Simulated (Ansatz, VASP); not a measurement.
**Cross-check of Pt (Pt strained to the junction's net) between VASP and Ansatz**

Wanted: the spread between two codes on one cell, functional and k mesh. The structure shown is the end of the Ansatz relaxation below.

Program: Ansatz 0.2.0. Level of theory: plane waves, with VASP 6.6.1 beside it; single point at PBE. Results are calculated unless marked as measured.

## Step 1: Starting point

Symmetry: R-3m, No. 166, trigonal system. The conventional cell has a = 2.750 Å, b = 2.750 Å, c = 7.054 Å, α = 90.00°, β = 90.00°, γ = 120.00°. Nearest to Pt lie 12 Pt at 2.75 to 2.84 Å.

As a file:

```cif
data_structure
_symmetry_space_group_name_H-M 'P 1'
_symmetry_Int_Tables_number 1
_cell_length_a 2.7500
_cell_length_b 2.7500
_cell_length_c 7.0540
_cell_angle_alpha 90.000
_cell_angle_beta 90.000
_cell_angle_gamma 120.000
_cell_volume 46.20
loop_
_atom_site_label
_atom_site_type_symbol
_atom_site_fract_x
_atom_site_fract_y
_atom_site_fract_z
_atom_site_occupancy
Pt1 Pt 0.00000 0.00000 0.00000 1
Pt2 Pt 0.33333 0.66667 0.33333 1
Pt3 Pt 0.66667 0.33333 0.66667 1
```

## Step 2: Ansatz: relaxation, PBE

Ansatz runs on its default PAW (the set named soft_2) files.

This run makes the geometry at which the two programs are then compared.

input.yaml reads:

```yaml
crystal:
  lattice:
    - [2.75, 0.0, 0.0]
    - [-1.375, 2.3815698604, 0.0]
    - [0.0, 0.0, 6.9743431454]
  atoms:
    - { symbol: Pt, position: [0.0, 0.0, 0.0] }
    - { symbol: Pt, position: [0.3333333333, 0.6666666667, 0.3333333333] }
    - { symbol: Pt, position: [0.6666666667, 0.3333333333, 0.6666666667] }
kpoints:
  mp_grid: { grid: [18, 18, 5] }
scf:
  occupations: { method: fermi_dirac, width: 0.1 }
  max_iter: 150
hamiltonian:
  xc: pbe
relax:
  f_tol: 0.01
  max_steps: 40
  cell: { fix: [a, b, angles] }
```

Run with:

```console
> ansatz run input.yaml --threads 4 --pin off --max-ram 10240MiB --backend cpu --events-out ev --progress --plain --runs-dir out
```

Numbers of over 12 decimals in the logs are rounded to 6 here.

What it wrote:

```text
Engine: ansatz 0.2.0, aarch64-unknown-linux-gnu
Pseudopotentials: kind: paw
Pseudopotential: Pt, paw, valence charge 18, recommended cutoff 420 eV (normal), Pt.paw.azcp
Functional definition: PBE
  parameter kappa = 0.804
  parameter beta = 0.066725
  exchange = pbe_x(kappa = kappa, mu = beta*pi^2/3)
  correlation = pbe_c(beta = beta)
Crystal: 3 atoms, lattice volume = 45.677 Å³
Basis set: ecut = 420 eV, 881 PW (Γ), exchange–correlation on 40×40×96 points (8 copies of the dense FFT grid, shifted against one another)
Bands: 33, of which v1, the nominal top of the filled ones, is band 27 counted from 1 (26 counted from 0)
Symmetry: 36 space group operations
Space group: R-3m (ITA 166), of the structure as read, at distance tolerance 3.6e-5 Å
k-points: 165 of 1620
Non-local potential: Pt, projectors of the file, l = 0: 3, l = 1: 2, l = 2: 2, l = 3: 1
PAW form: soft (Blöchl's): semilocal exchange-correlation on the pseudo side does not see the compensation charge
PAW one-centre angular grid: Pt, 590 points (default); XC on 64 Gauss nodes
Initial density: superposition of atomic densities (neutral atoms: chi_scale 0, normalization atom), corrected by the library's trained network
Initial wavefunctions: pseudopotential atomic-orbital guess
Functional: x = pbe(κ = 0.804, μ = 0.219515), c = pbe(β = 0.066725)
SCF iter   1: F=—  HF=-37569.079264 eV  |F-HF|=—  |Δ(HF+E_count)|=         —  Δρ=3.15e-3  dr2=8.47e-4  ethr=1.77e-3  ⟨swp⟩=5.2  Hψ=19175  notcnv=0
preconditioner: auto → Kerker (q_TF=auto, 2.805 Å⁻¹)  [metal: Δε(μ)=0.013 eV  Ē_g=9.444 eV  σ=0.100 eV  W_gap=0.03  n_scr=24 (ndim 8)  ℏωp=30.1 eV  f_vac=0.000  D(μ)=5.13/eV (n_scr^D=64)]
SCF iter   2: F=—  HF=-37569.082726 eV  |F-HF|=—  |Δ(HF+E_count)|=   3.46e-3  Δρ=1.72e-3  dr2=2.42e-4  ethr=1.57e-6  ⟨swp⟩=2.7  Hψ=11218  notcnv=0
SCF iter   3: F=—  HF=-37569.083267 eV  |F-HF|=—  |Δ(HF+E_count)|=   5.41e-4  Δρ=1.61e-4  dr2=2.70e-6  ethr=4.49e-7  ⟨swp⟩=2.0  Hψ=7687  notcnv=0
SCF iter   4: F=—  HF=-37569.083239 eV  |F-HF|=—  |Δ(HF+E_count)|=   2.77e-5  Δρ=3.73e-5  dr2=2.59e-7  ethr=4.99e-9  ⟨swp⟩=2.2  Hψ=8588  notcnv=0
iter 5 did not close the SCF: its close was put off for the readings that it lacked (scf_convergence_deferred on its scf_iter line)
SCF iter   5: F=-37569.083239 eV  HF=-37569.083239 eV  |F-HF|=1.09e-9  |Δ(HF+E_count)|=   2.15e-7  Δρ=6.59e-6  dr2=1.45e-8  ethr=4.80e-10  ⟨swp⟩=2.0  Hψ=7278  notcnv=0
SCF iter   6: F=-37569.083239 eV  HF=-37569.083239 eV  |F-HF|=1.31e-10  |Δ(HF+E_count)|=   2.63e-9  Δρ=2.28e-6  dr2=1.88e-9  ethr=2.68e-11  ⟨swp⟩=1.9  Hψ=16434  notcnv=0
SCF 1 converged in 6 iterations: F = -37569.083239 eV  dr2 = 1.88e-9
  greatest PAW one-centre occupation: 1.000 electrons in one spin orbital (limit 2), on the Pt atom at site 2 (counted from 0), in its partial waves of l = 0
relax step   1: F+E_penalty+E_count = -37569.08323912 eV  Δ(F+E_penalty+E_count) = +0.000e0 eV  max|allowed force component| = 4.598e-28 eV/Å  Δτ_max = 0.0000 Å  P = +7.968 GPa  Ω = 45.677 Å³  fix = [a, b, alpha, beta, gamma]  reactions: a +10.013, b +10.013 GPa  (6 SCF iters, dr2 threshold 1.00e-7 eV, accepted)
[...]
relax step   2: F+E_penalty+E_count = -37569.08516553 eV  Δ(F+E_penalty+E_count) = -1.926e-3 eV  max|allowed force component| = 1.460e-26 eV/Å  Δτ_max = 0.0000 Å  P = +2.876 GPa  Ω = 46.627 Å³  energy of the carried Pulay correction = -4.226e-4 eV  fix = [a, b, alpha, beta, gamma]  reactions: a +5.741, b +5.741 GPa  (6 SCF iters, dr2 threshold 3.00e-7 eV, accepted)
[...]
relax step   3: F+E_penalty+E_count = -37569.08919006 eV  Δ(F+E_penalty+E_count) = -4.025e-3 eV  max|allowed force component| = 8.171e-28 eV/Å  Δτ_max = 0.0000 Å  P = +4.926 GPa  Ω = 46.224 Å³  energy of the carried Pulay correction = -2.447e-4 eV  fix = [a, b, alpha, beta, gamma]  reactions: a +7.473, b +7.473 GPa  (6 SCF iters, dr2 threshold 3.00e-7 eV, accepted)
[...]
relax step   4: F+E_penalty+E_count = -37569.08921405 eV  Δ(F+E_penalty+E_count) = -2.399e-5 eV  max|allowed force component| = 2.538e-28 eV/Å  Δτ_max = 0.0000 Å  P = +5.060 GPa  Ω = 46.199 Å³  energy of the carried Pulay correction = -2.334e-4 eV  fix = [a, b, alpha, beta, gamma]  reactions: a +7.586, b +7.586 GPa  (6 SCF iters, dr2 threshold 7.13e-8 eV, accepted)
[...]
relax step   5: F+E_penalty+E_count = -37569.08943254 eV  Δ(F+E_penalty+E_count) = -2.185e-4 eV  max|allowed force component| = 2.190e-29 eV/Å  Δτ_max = 0.0000 Å  P = +5.055 GPa  Ω = 46.199 Å³  fix = [a, b, alpha, beta, gamma]  reactions: a +7.583, b +7.583 GPa  stress off target by 1.69e-4 GPa on what of the cell is left free  SCF on the basis re-selected at this cell (its energy is not comparable with the rows above)  (8 SCF iters)
basis re-selected at this cell: Δ(F+E_penalty+E_count) = -2.185e-4 eV, ΔP = -0.005 GPa vs the last step (what re-selecting the basis moved, of the pressure what is left beyond the Pulay correction that the steps carried, after the strain that the cell walked since its last selection, with what the two solves' SCF thresholds leave and, on support functions, any second-order correction that the steps lacked; it is no m [...]
SCF converged after 8 iterations
Free energy (F): -37569.089433 eV
Harris-Foulkes:  -37569.089433 eV  (|F-HF|=2.18e-11)
Internal energy: -37568.926614 eV  (E = F + TS)
E sigma→0 (E₀):  -37569.008024 eV
Entropy (-TS):   -0.162818 eV (-54.273 meV/atom)
Fermi energy:    22.764852 eV
--- Per-component energies (eV) ---
  E_band       = -414.430909
  E_kinetic    = 1913.096847
  E_local      = -4471.342944  (includes V_loc(G=0)·N_el)
  E_nonlocal   = 599.448206
  E_hartree    = 1659.214578
  E_xc         = -785.593425
  E_vxc        = -908.878350  (∫ρ·V_xc dr)
  E_paw        = -28361.886406  (= ΣΔE_a)
  E_vpaw       = -865.184414  (= ΣTr[D̂ρ^β])
  E_aug_tail   = 0.000589  (compensation charges beyond the density's cutoff)
  E_ewald      = -8121.864060
  E_smearing   = -0.162818  (= −TS)
  E_closure    = 0.000000  (closes the sum)
  Σ components = -37569.089433   (vs F -37569.089433, Δ=0.00e0)
--- Forces (eV/Å), atoms counted from 1 ---
  atom   1  Pt     0.00000000    -0.00000000     0.00000000
  atom   2  Pt    -0.00000000     0.00000000     0.00000000
  atom   3  Pt     0.00000000    -0.00000000     0.00000000
  max |Σ_I F_I| component: 4.44e-29 eV/Å
--- Stress (GPa, compression-positive) ---
        7.582684      -0.000000      -0.000000
        0.000000       7.582684      -0.000000
        0.000000      -0.000000      -0.000169
  P = ⅓ Tr σ = 5.0551 GPa (50.551 kbar)
--- Relaxed structure (4 steps of the walk, 4 accepted, 1 SCFs on fresh bases) ---
  F+E_penalty+E_count = -37569.08943254 eV   max|allowed force component| = 2.190e-29 eV/Å   (the final SCF, on the basis selected at the relaxed cell)
  cell:  # Å, volume = 46.1990 Å³
    - [2.750000, 0, 0]
    - [-1.375000, 2.381570, 0]
    - [0, 0, 7.054017]
  atoms:
    - { symbol: Pt, position: [0, 0, 0] }
    - { symbol: Pt, position: [0.333333, 0.666667, 0.333333] }
    - { symbol: Pt, position: [0.666667, 0.333333, 0.666667] }
```

Reading the cycles: dr2 is the Hartree energy of the density residual (eV), the measure of convergence; HF is the Harris–Foulkes estimate of the energy, which meets the free energy F at convergence.

## Step 3: VASP: single point, PBE

The same cell, functional, mesh and smearing now go to VASP, with its own data sets.

Lines of VASP's logs that name or quote its potential files are left out, and so is its time.

INCAR reads:

```
SYSTEM = Pt
PREC = Accurate
ENCUT = 500
EDIFF = 1E-06
NELM = 120
ISMEAR = -1
SIGMA = 0.1
LREAL = .FALSE.
ALGO = Normal
GGA = PE
NBANDS = 21
LASPH = .TRUE.
LORBIT = 11
LWAVE = .FALSE.
LCHARG = .FALSE.
ISIF = 2
GGA_COMPAT = .FALSE.
```

POSCAR reads:

```
Pt
1.0
    2.7500000000      0.0000000000      0.0000000000
   -1.3750000000      2.3815698604      0.0000000000
    0.0000000000      0.0000000000      7.0540173249
Pt
3
Direct
    0.0000000000      0.0000000000      0.0000000000
    0.3333333333      0.6666666667      0.3333333333
    0.6666666667      0.3333333333      0.6666666667
```

KPOINTS reads:

```
Automatic mesh
0
Gamma
18 18 5
0 0 0
```

PAW data sets: Pt (PBE family, release 64).

Run with:

```console
> mpirun -np 1 vasp_std
```

What it wrote:

```text
[banner, memory and clock lines left out]
running    1 mpi-ranks, on    1 nodes
 distrk:  each k-point on    1 cores,    1 groups
 distr:  one band on    1 cores,    1 groups

 POSCAR found type information on POSCAR Pt
 POSCAR found :  1 types and       3 ions
 LDA part: xc-table for (Slater+PW92), standard interpolation
 POSCAR, INCAR and KPOINTS ok, starting setup
 FFT: planning ... GRIDC
 FFT: planning ... GRID_SOFT
 FFT: planning ... GRID
 WAVECAR not read
 entering main loop
       N       E                     dE             d eps       ncg     rms          rms(c)
DAV:   1     0.170235689054E+03    0.17024E+03   -0.14990E+04  7082   0.132E+03
DAV:   2    -0.151691135566E+02   -0.18540E+03   -0.17388E+03  7531   0.291E+02
DAV:   3    -0.194449927940E+02   -0.42759E+01   -0.41868E+01  8008   0.438E+01
DAV:   4    -0.194780682937E+02   -0.33075E-01   -0.33045E-01  7765   0.394E+00
DAV:   5    -0.194784065131E+02   -0.33822E-03   -0.33820E-03  8110   0.431E-01    0.212E+01
DAV:   6    -0.184607786694E+02    0.10176E+01   -0.19890E+00  7610   0.111E+01    0.112E+01
DAV:   7    -0.183552994023E+02    0.10548E+00   -0.45927E-01  7860   0.515E+00    0.326E+00
DAV:   8    -0.183425985336E+02    0.12701E-01   -0.53372E-02  7490   0.176E+00    0.104E+00
DAV:   9    -0.183419625201E+02    0.63601E-03   -0.57776E-04  7870   0.190E-01    0.311E-02
DAV:  10    -0.183419831670E+02   -0.20647E-04   -0.95951E-06  7890   0.220E-02    0.119E-02
DAV:  11    -0.183419851436E+02   -0.19766E-05   -0.91852E-07  4910   0.696E-03    0.765E-03
DAV:  12    -0.183419847838E+02    0.35973E-06   -0.14716E-07  4335   0.328E-03
   1 F= -.18341985E+02 E0= -.18260236E+02  d E =-.163498E+00
```

Parts of OUTCAR (step 3):

```text
ion  position               nearest neighbor table
   1  0.000  0.000  0.000-   2 2.84   3 2.84   2 2.84   3 2.84   3 2.84   2 2.84
   2  0.333  0.667  0.333-   1 2.84   1 2.84   1 2.84   3 2.84   3 2.84   3 2.84
   3  0.667  0.333  0.667-   1 2.84   1 2.84   1 2.84   2 2.84   2 2.84   2 2.84

  LATTYP: Found a hexagonal cell.
 ALAT       =     2.7500000000
 C/A-ratio  =     2.5650972091

 Subroutine GETGRP returns: Found 12 space group operations
 (whereof 12 operations were pure point group operations)

The static configuration has the point symmetry D_3d.

 Found    165 irreducible k-points:

   k-points           NKPTS =    165   k-points in BZ     NKDIM =    165   number of bands    NBANDS=     21

   dimension x,y,z NGX =    20 NGY =   20 NGZ =   54
   dimension x,y,z NGXF=    40 NGYF=   40 NGZF=  108

   ENCUT  =  500.0 eV  36.75 Ry    6.06 a.u.   5.01  5.01 12.86*2*pi/ulx,y,z

   NELECT =      30.0000    total number of electrons

 k-points in reciprocal lattice and weights: Automatic mesh
   0.00000000  0.00000000  0.00000000       0.001
   0.05555556  0.00000000  0.00000000       0.004
   0.11111111  0.00000000  0.00000000       0.004
   0.16666667  0.00000000  0.00000000       0.004
   0.22222222  0.00000000  0.00000000       0.004
   0.27777778  0.00000000  0.00000000       0.004
   0.33333333  0.00000000  0.00000000       0.004
   0.38888889  0.00000000  0.00000000       0.004
   0.44444444  0.00000000  0.00000000       0.004
[...]
-0.27777778 -0.38888889  0.40000000       0.007
   0.33333333  0.33333333  0.40000000       0.002

 average (electrostatic) potential at core
       1 -63.2214       2 -63.2214       3 -63.2214

 E-fermi :  10.8715

 k-point     1 :       0.0000    0.0000    0.0000
  band No.  band energies     occupation
    ...
     14       9.3299      2.00000
     15      10.1596      1.99838
     16      10.1596      1.99838
     17      10.1596      1.99838
     18      10.1596      1.99838
     19      20.1898      0.00000
     20      20.1898      0.00000
     21      25.5092      0.00000

 k-point     2 :       0.0556    0.0000    0.0000
  band No.  band energies     occupation
    ...
     14       9.3226      2.00000
     15       9.9125      1.99986
     16      10.1154      1.99896
     17      10.3762      1.98596
     18      10.5436      1.92735
     19      20.2380      0.00000
     20      20.2461      0.00000
     21      25.6939      0.00000

 k-point     3 :       0.1111    0.0000    0.0000
  band No.  band energies     occupation
    ...
     13       9.0967      2.00000
     14       9.3143      2.00000
     15       9.6501      1.99999
     16      10.3829      1.98501
     17      10.5534      1.92020
     18      11.0922      0.19811
     19      20.3591      0.00000
     20      20.4234      0.00000
     21      26.2126      0.00000

  Total        2.0458372      2.0458372     -0.1484877      0.0000000      0.0000000      0.0000000
  in kB       70.9494618     70.9494618     -5.1495396      0.0000000      0.0000000      0.0000000
  external PRESSURE =      45.5831280 kB  Pullay stress =       0.0000000 kB

  energy-cutoff  :      500.00
  volume of cell :       46.20
      direct lattice vectors                 reciprocal lattice vectors
     2.750000000  0.000000000  0.000000000     0.363636364  0.209945552  0.000000000
    -1.375000000  2.381569860  0.000000000     0.000000000  0.419891105  0.000000000
     0.000000000  0.000000000  7.054017325     0.000000000  0.000000000  0.141763190

 POSITION                                       TOTAL-FORCE (eV/Angst)
 -----------------------------------------------------------------------------------
      0.00000      0.00000      0.00000         0.000000     -0.000000     -0.000000
     -0.00000      1.58771      2.35134        -0.000000     -0.000000     -0.000000
      1.37500      0.79386      4.70268        -0.000000      0.000000      0.000000
 -----------------------------------------------------------------------------------
    total drift:                               -0.000000      0.000000      0.000000

  FREE ENERGIE OF THE ION-ELECTRON SYSTEM (eV)
  ---------------------------------------------------
  free  energy   TOTEN  =       -18.3419847838 eV

  energy  without entropy=      -18.1784872714  energy(sigma->0) =      -18.26023603

 total charge
# of ion       s       p       d       tot
------------------------------------------
    1        0.630   0.589   8.031   9.250
    2        0.630   0.589   8.031   9.250
    3        0.630   0.589   8.031   9.250
--------------------------------------------------
tot          1.889   1.766  24.094  27.750

[... 3 further parts left out ...]
```

The run ends at a pressure of 4.56 GPa.

## Step 4: Differences

Known differences besides the potentials themselves: the data sets hold 54 valence electrons in Ansatz (on its default PAW (the set named soft_2) files) and 30 in VASP; the cutoff is 420 eV in Ansatz and 500 eV in VASP; Ansatz's pressure holds a Pulay correction, VASP's none. Total energies have different zeros and are not compared.

Compared:

```
      quantity  Ansatz  VASP  difference
pressure (GPa)    5.06  4.56       +0.50
```

## Step 5: Outcome

```yaml
difference_in_pressure_single_point_pbe: 0.50 GPa
```

In words: The difference in pressure is 0.50 GPa (single point, PBE), within the 1 GPa picked in this series as the mark of a large difference. The data sets hold unlike numbers of valence electrons (54 in Ansatz and 30 in VASP), so part of the differences comes from the potentials. How closely two codes agree says nothing of how well the functional describes the real material.

[Lines on the potential files, build, host, timing and source positions are cut from VASP's logs without a mark.]

[Logs are printed without paths, hosts, clocks, repeated set-up lines and the standing remarks that a program may print on its own settings, such as how far it seeks lower states.]

[Hosts, paths, dates, database ids (printed as entryN), source tags and the programs' standing remarks are cut or masked in the printed files.]
